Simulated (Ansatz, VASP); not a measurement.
HgTe in VASP and in Ansatz

INCAR

```
ALGO     = Normal         # electronic algorithm
EDIFF    = 1E-6           # SCF threshold, eV
ENCUT    = 520            # plane-wave cutoff, eV
GGA      = PS             # functional
ISIF     = 2              # what is computed and relaxed
ISMEAR   = 0              # smearing method
LASPH    = True           # aspherical terms in the spheres
LCHARG   = False          # write CHGCAR
LREAL    = False          # projectors in reciprocal space
LWAVE    = False          # write WAVECAR
NBANDS   = 16             # bands
NELM     = 100            # most SCF steps
PREC     = Accurate       # precision mode
SIGMA    = 0.15           # smearing width, eV
```

Contents of KPOINTS:

```
k-points
0
Gamma
  14 14 14
```

File POSCAR:

```
HgTe
1.0
    0.0000000000      2.9656200000      3.0945600000
    2.9656200000      0.0000000000      3.0945600000
    2.9656200000      2.9656200000      0.0000000000
Hg Te
1 1
Direct
    0.0000000000      0.0000000000      0.0000000000
    0.7500000000      0.7500000000      0.7500000000
```

Input for Ansatz:

```yaml
crystal:
  lattice:
    - [0.0, 2.96562, 3.09456]
    - [2.96562, 0.0, 3.09456]
    - [2.96562, 2.96562, 0.0]
  atoms:
    - { symbol: Hg, position: [0.0, 0.0, 0.0] }
    - { symbol: Te, position: [0.75, 0.75, 0.75] }
basis:
  ecutwfc: 420
kpoints:
  mp_grid: { grid: [14, 14, 14] }
hamiltonian:
  xc: pbesol
scf:
  occupations: { method: gaussian, width: 0.15 }
output:
  forces: true
  stress: true
  eigenvalues: true
```

Change from the starting cell: strain -0.080 along x and y, -0.040 along z, atoms carried along.

Alike in both runs: task single point; functional PBEsol; k mesh 14 × 14 × 14; occupations gaussian, width 0.15 eV; no spin polarisation.

|  | VASP | Ansatz |
| --- | --- | --- |
| version | VASP 6.6.1 | Ansatz 0.2.0 |
| potentials or method | VASP PAW PBE potentials, release 64 (Hg, Te) | scalar-relativistic, plane waves, PAW |
| plane-wave cutoff (eV) | 520 | 420 |
| valence electrons in the cell | 18 | 36 |

VASP gave:

| Property | Result |
| --- | --- |
| gap on the k mesh at the Fermi level (eV) | none |
| pressure (GPa) | 18.6 |

Question: What did Ansatz give for the same quantities?

Answer: gap on the k mesh at the Fermi level (eV): none; pressure (GPa): 18.2.

A gap of «none» marks a metal or a gap that the smearing closes. The functional is the same, so the differences come from potentials, cutoffs and numerics. The two sets of potentials don't hold the same shells in valence.

Caveats: so large a pressure means that the cell lies far from this level's equilibrium, or that cutoff or potentials fall short (VASP); the potentials were made for another functional, which shifts forces and pressure (VASP). The runs have no spin-orbit coupling, so splittings on Hg, Te are missing.
